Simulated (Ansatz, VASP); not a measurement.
## Sb in VASP and in Ansatz

File INCAR:

```
SYSTEM = Sb
PREC = Accurate ; ENCUT = 520
EDIFF = 1E-6 ; ISMEAR = -1
SIGMA = 0.1 ; LREAL = .FALSE.
LASPH = .TRUE. ; NELM = 100
ALGO = Normal ; ISIF = 2
LWAVE = .FALSE. ; LCHARG = .FALSE.
GGA = CA ; NBANDS = 12
```

KPOINTS

```
regular mesh
0
G
  10 10 10
  0 0 0
```

File POSCAR:

```
Sb
1.0
    0.0000000000      2.8731059372      2.8731059372
    2.8731059372      0.0000000000      2.8731059372
    2.8731059372      2.8731059372      0.0000000000
Sb
2
Direct
   -0.1250000000     -0.1250000000     -0.1250000000
    0.1250000000      0.1250000000      0.1250000000
```

Input for Ansatz:

```yaml
crystal:
  lattice:
    - [0.0, 2.8731059372, 2.8731059372]
    - [2.8731059372, 0.0, 2.8731059372]
    - [2.8731059372, 2.8731059372, 0.0]
  atoms:
    - { symbol: Sb, position: [-0.125, -0.125, -0.125] }
    - { symbol: Sb, position: [0.125, 0.125, 0.125] }
kpoints:
  mp_grid: { grid: [10, 10, 10] }
  band_path:
    path:
      - [0.0, 0.0, 0.0]
      - [0.5, 0.0, 0.5]
      - [0.625, 0.25, 0.625]
      - [0.375, 0.375, 0.75]
      - [0.0, 0.0, 0.0]
      - [0.5, 0.5, 0.5]
      - [0.5, 0.25, 0.75]
      - [0.5, 0.0, 0.5]
    npoints: 8
scf:
  occupations: { method: fermi_dirac, width: 0.1 }
hamiltonian:
  xc: lda
  pseudopotentials: { kind: all_electron, lapw: { basis_error: 0.001 } }
output:
  forces: true
  stress: true
  eigenvalues: true
  populations: true
  dos: { projected: true, de: 0.2, e_range: [-14, 8] }
```

Change from the starting cell: volume scaled by 0.6, LAPW.

Alike in both runs: task single point; functional LDA; k mesh 10 × 10 × 10; occupations fermi-dirac, width 0.1 eV; no spin polarisation.

```csv
,VASP,Ansatz
version,VASP 6.6.1,Ansatz 0.2.0
potentials or method,"VASP PAW LDA potentials, release 64 (Sb)","all-electron LAPW, scalar-relativistic"
plane-wave cutoff (eV),520,see its input
```

```tsv
	VASP	Ansatz	Ansatz less VASP
pressure (GPa)	55.5	54.1	-1.47
```

Ansatz ran all-electron here, so the differences hold the error of VASP's frozen core and of both bases.

Caveats: so large a pressure means that the cell lies far from this level's equilibrium, or that cutoff or potentials fall short (VASP). Spin-orbit coupling is left out, which matters for the levels of Sb.
